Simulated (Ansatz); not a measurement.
# ZrS2: largest V_zz and pressure against volume scale

Results calculated with Ansatz 0.2.0, not measured. Periodic Kohn-Sham DFT of a crystal at fixed atoms, scaled to volume_scale times the given cell; pressure positive in compression, energy less spherical unpolarised free atoms, largest_vzz the field gradient of largest size among the nuclei.

The cell before it is scaled or strained (space group P-3m1, No. 164):
```
cell vectors (Å)
   3.6300     0.0000     0.0000
  -1.8150     3.1437     0.0000
   0.0000     0.0000     5.8500
atoms (fractions of the cell vectors)
Zr  0.00000  0.00000  0.00000
S   0.33333  0.66667  0.24920
S   0.66667  0.33333  0.75080
```

Settings of every row: method all-electron PAW; functional PBEsol; relativity scalar; k mesh 10x10x5; filling fermi-dirac; smearing width 0.01 eV; nucleus gaussian.

Atom start moment: 0 on all atoms.

Limits: a layered crystal: even scaling strains the bonds within the layers, so this curve is stiffer than the crystal under pressure.

```csv
row,volume scale,V (Å³/atom),largest V_zz (1e21 V/m^2),pressure (GPa)
1,0.94,20.918,-1.894,6.428
2,0.96,21.363,-1.752,3.931
3,0.98,21.808,-1.618,1.674
4,0.99,22.03,-1.553,0.63
5,1,22.252,?,?
6,1.01,22.475,-1.427,-1.307
7,1.02,22.698,-1.367,-2.204
8,1.04,23.143,-1.251,-3.867
9,1.06,23.588,-1.141,-5.368
```

Question: what largest V_zz and pressure should row 5 give?

Worked fit of largest V_zz. Take t = volume scale − 1. The shown rows have t = -0.06, -0.04, -0.02, -0.01, 0.01, 0.02, 0.04, 0.06. Least squares give largest V_zz = −1.4892 + 6.272 × t − 7.83 × t² 1e21 V/m^2; a straight line predicts inner rows, each left out in turn, worse (root mean square 0.0088 against 0.00043 1e21 V/m^2). The rows lie off it by 0.000, 0.001, 0.000, 0.000, 0.000, 0.000, 0.000, 0.000. The withheld row has t = 0, so the fit gives −1.4892 + 6.272 × (0) − 7.83 × (0)² = -1.489 1e21 V/m^2.

The calculation gave -1.489 1e21 V/m^2. The fit meets it to the printed digit.

Worked fit of pressure. Take u = (V_r/V)^(2/3) − 1 with V_r = 22.253 Å³ an atom, which is twice the finite (Eulerian) strain; such expansions in the strain, on which the Birch-Murnaghan equation of state is built, carry the rest volume and the bulk modulus. The shown rows have u = 0.04211, 0.02758, 0.01356, 0.00674, -0.0066, -0.01311, -0.0258, -0.0381. Least squares give pressure = −0.3645 + 145.251 × u + 373.16 × u² + 198 × u³ GPa; a parabola predicts inner rows, each left out in turn, worse (root mean square 0.0035 against 0.0015 GPa). The rows lie off it by -0.001, 0.001, 0.000, -0.002, 0.000, 0.001, 0.000, 0.000. The pressure vanishes at u = 0.0025, or V = 22.17 Å³ an atom, and there the bulk modulus at fixed shape and fractions is B = −V dP/dV = (2/3)(1 + u) dP/du = 98.3 GPa. Letting shape and atoms relax would as a rule lower it, by much in layered, chain or molecular crystals. The withheld row has u = 3e-05, so the fit gives −0.3645 + 145.251 × (3e-05) + 373.16 × (3e-05)² + 198 × (3e-05)³ = -0.360 GPa.

The calculation gave -0.363 GPa. The fit lies 0.003 GPa (0.025 % of the column's range) above it; its largest miss of a shown row is 0.002 GPa.
